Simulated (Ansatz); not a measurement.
**Titanium, simple cubic under RPBE: from relaxation to bulk modulus**

The plan for titanium in the simple cubic structure: relax it, solve it on a dense k-mesh, then scale the cell to 7 volumes from 88 to 112 % of the relaxed one and try a fit of the equation of state. Spin polarisation is left out. The k-meshes are 12×12×12 for the relaxation; 19×19×19 for the dense run; 13×13×13 for the volumes.

This is Ti in the simple cubic structure; at room conditions it is hcp.

Program: Ansatz 0.2.0. Level of theory: DFT RPBE, plane waves (420 eV) with PAW, scalar-relativistic; PAW files made under PBE, frozen cores solved again for the functional. These are calculated values, not measurements.

## (1) The structure to begin with

It takes space group Pm-3m (No. 221, cubic). The conventional cell has a = 2.672 Å, b = 2.672 Å, c = 2.672 Å, α = 90.00°, β = 90.00°, γ = 90.00°. Ti (site symmetry m-3m) has 6 Ti at 2.67 Å as nearest neighbours.

As a file:

```cif
data_structure
_symmetry_space_group_name_H-M 'Pm-3m'
_symmetry_Int_Tables_number 221
_cell_length_a 2.6717
_cell_length_b 2.6717
_cell_length_c 2.6717
_cell_angle_alpha 90.000
_cell_angle_beta 90.000
_cell_angle_gamma 90.000
_cell_volume 19.07
loop_
_atom_site_label
_atom_site_type_symbol
_atom_site_symmetry_multiplicity
_atom_site_Wyckoff_symbol
_atom_site_fract_x
_atom_site_fract_y
_atom_site_fract_z
_atom_site_occupancy
Ti1 Ti 1 a 0.00000 0.00000 0.00000 1
```

## (2) Geometry optimisation

Contents of input.yaml:

```yaml
crystal:
  lattice:
    - [2.6717143674, 0.0, 0.0]
    - [0.0, 2.6717143674, 0.0]
    - [0.0, 0.0, 2.6717143674]
  atoms:
    - { symbol: Ti, position: [0.0, 0.0, 0.0] }
hamiltonian:
  xc: rpbe
  pseudopotentials:
    kind: paw
    azcp:
      Ti: "pseudopotentials/Ti.paw.azcp"
basis:
  ecutwfc: 420
  fft_grid_basis: typed
kpoints:
  mp_grid: { grid: [12, 12, 12], shift: [0, 0, 0] }
magnetization:
  spin_polarized: false
scf:
  occupations: { method: fermi_dirac, width: 0.1 }
relax:
  max_steps: 60
  f_tol: 0.01
  cell: {}
```

After this run come: Single point on a dense mesh; Volume × 0.88; Volume × 0.92; Volume × 0.96; Volume × 1.0; Volume × 1.04; Volume × 1.08; Volume × 1.12.

Before running it: what results should come out? Wanted: space group; conventional cell; volume; shortest distance; gap on the mesh; relative to hcp; V₀, B₀, B₀′.

**Answer**, as computed:

```
                      quantity                         value
space group (spins left aside)               Pm-3m (No. 221)
             conventional cell                   a = 2.678 Å
                        volume                19.200 Å³/atom
             shortest distance                       2.678 Å
               gap on the mesh  none (levels filled in part)
               relative to hcp                 +848 meV/atom
                   V₀, B₀, B₀′   19.091 Å³/atom, 74 GPa, 3.6
```

What this shows: The relaxation enlarged the cell by 0.7 % in volume. It lies 848 meV/atom above the element's reference form at the same level (hcp, from a run of its own). Levels at the Fermi energy are filled in part, as in a metal. The fitted modulus is 74 GPa. Relaxation kept the symmetry; phonons were not checked.
